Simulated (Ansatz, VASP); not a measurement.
**Two plane-wave programs on Bi**

```
Bi
1.0
    -1.98143    1.98143    1.98143
     1.98143   -1.98143    1.98143
     1.98143    1.98143   -1.98143
Bi
1
Cartesian
  0.0000 0.0000 0.0000
```

This isn't the form of Bi at room conditions, which is rhombohedral.

Alike in both runs: task single point; functional r2SCAN; k mesh 6 × 6 × 6; occupations gaussian, width 0.1 eV; no spin polarisation.

|  | VASP | Ansatz |
| --- | --- | --- |
| version | VASP 6.6.1 | Ansatz 0.2.0 |
| potentials or method | VASP PAW PBE potentials, release 64 (Bi_d) | scalar-relativistic, plane waves, PAW |
| plane-wave cutoff (eV) | 520 | 500 |
| valence electrons in the cell | 15 | 15 |

|  | VASP | Ansatz | Ansatz less VASP |
| --- | --- | --- | --- |
| gap on the k mesh at the Fermi level (eV) | none | none | - |
| pressure (GPa) | 0.4 | 0.4 | +0.05 |

A gap of «none» marks a metal or a gap that the smearing closes.

Caveats: the k mesh is coarse (spacing up to 0.37 Å⁻¹), so the values aren't converged; the PAW data sets were made with another functional, which shifts forces and pressure a little (VASP); spin-orbit coupling is left out, which moves the levels of the heavy elements.
